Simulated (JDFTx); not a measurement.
Write the native input for JDFTx 1.7.0 (patched build) that does the following.

```yaml
Task: single point
Functional: LDA
Potentials_or_basis: PseudoDojo-SR-LDA-0.4.1-standard with smoothed tails
Cutoff: 762 eV
Density_cutoff: 6095 eV
k_mesh: 8 × 8 × 8
Occupations: fermi-dirac, width 0.05 eV
Spin: no spin polarisation
Local_potential_set_to_-Z/r_beyond: 6 bohr
Bands: 16
Density_cutoff_over_wavefunction_cutoff: 8
Max_SCF_steps: 100
SCF_threshold_on_the_energy: 1e-09 Ha
Solver_of_the_electrons: scf
Further_solve_for_the_empty_bands: yes
```

The system is PbS (Galena).

```xyz
2
Lattice="0.0000 2.9657 2.9657 2.9657 0.0000 2.9657 2.9657 2.9657 0.0000" Properties=species:S:1:pos:R:3 pbc="T T T"
Pb    0.0000    0.0000    0.0000
S     2.9657    2.9657    2.9657
```

These files were run (other wordings do the same):

PbS.in

```
lattice \
    0.0000000000     5.6044552541     5.6044552541 \
    5.6044552541     0.0000000000     5.6044552541 \
    5.6044552541     5.6044552541     0.0000000000
coords-type Cartesian
ion Pb     0.0000000000     0.0000000000     0.0000000000 1
ion S      5.6044552541     5.6044552541     5.6044552541 1

ion-species pseudo/Pb.upf
ion-species pseudo/S.upf
elec-cutoff 28 224
elec-ex-corr lda-PW
kpoint-folding 8 8 8
elec-smearing Fermi 0.0018374661
elec-n-bands 16
electronic-SCF nIterations 100 energyDiffThreshold 1e-09
electronic-minimize nIterations 30 energyDiffThreshold 1e-7
converge-empty-states yes
forces-output-coords Cartesian

dump-name run.$VAR
dump End Ecomponents EigStats BandEigs Kpoints Forces Stress ElecDensity
```

Potentials or basis: PseudoDojo-SR-LDA-0.4.1-standard with smoothed tails.

Run with:

```bash
$ jdftx -c 1 -i PbS.in -o PbS.out
```

Results of the run:

```
Pressure               : -2.6 GPa
Band gap on the k mesh : 0.24 eV, direct
Loewdin charges        : Pb +0.44; S -0.39 e
```

Caveat: the empty levels aren't tightly converged; spin-orbit coupling is left out, which as a rule narrows the gap of such compounds by several tenths of an eV.

Run time: 2.2 min on 1 thread of AMD EPYC 7571, with other jobs on the host, peak memory 0.11 GiB.
